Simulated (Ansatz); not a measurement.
**TiPbO3: deformation potentials from a series**

```xyz
5
Lattice="3.8992 0.0000 0.0000 0.0000 3.8992 0.0000 0.0000 0.0000 4.1499" Properties=species:S:1:pos:R:3 pbc="T T T"
Ti    1.9496    1.9496    2.2335
Pb    0.0000    0.0000    0.0000
O     1.9496    1.9496    0.4689
O     1.9496    0.0000    2.5522
O     0.0000    1.9496    2.5522
```

Atom numbers follow the list: Ti1, Pb2, O3, O4, O5.

The geometry is COD entry 2107521, unchecked; take it as a test cell.

Spin–orbit coupling is left out, though it moves levels of the heavy atoms by tenths of an eV or more.

Theory: DFT, PBE, all-electron LAPW, scalar-relativistic (Ansatz 0.2.0).

Settings: a Γ-centred 9×9×8 k mesh, Fermi–Dirac smearing of 0.03 eV, basis error target 0.5 meV/atom, no spin polarisation.

The cell is scaled evenly. Fractional coordinates are held (clamped ions).

The valence-band top of this crystal doesn't lie at Γ but 1.38 eV above the top filled level there.

Only quantities that a quadratic follows smoothly over the whole series are listed; rougher ones are left out.

```
ln(V/Vcell)  direct gap at Γ (eV)  smallest gap on mesh and path (eV)
    -0.0619                 3.344                               1.672
    -0.0408                 3.277                               1.707
    -0.0202                 3.210                               1.738
    -0.0101                 3.177                               1.752
     0.0000                 3.144                               1.764
     0.0198                 3.079                               1.787
     0.0392                 3.016                               1.805
     0.0583                 2.953                               1.820
```

(1) Fit the series and give the slopes at zero strain.

(2) One run, at ln(V/Vcell) = 0.0100, is withheld. Predict its row.

Results:

(1) Least-squares fits y = p0 + p1 x + p2 x² to the rows give direct gap at Γ (eV): p1 = -3.26, p2 = -0.38; smallest gap on mesh and path (eV): p1 = 1.22, p2 = -4.5. So dEg/dln V = -3.3 eV for the direct gap at Γ, which isn't the fundamental gap here: that one has dEg/dln V = 1.2 eV. Semilocal gaps are too small, but their slopes carry over better.

(2) The fits give 3.112, 1.776; the run gave 3.112, 1.776.
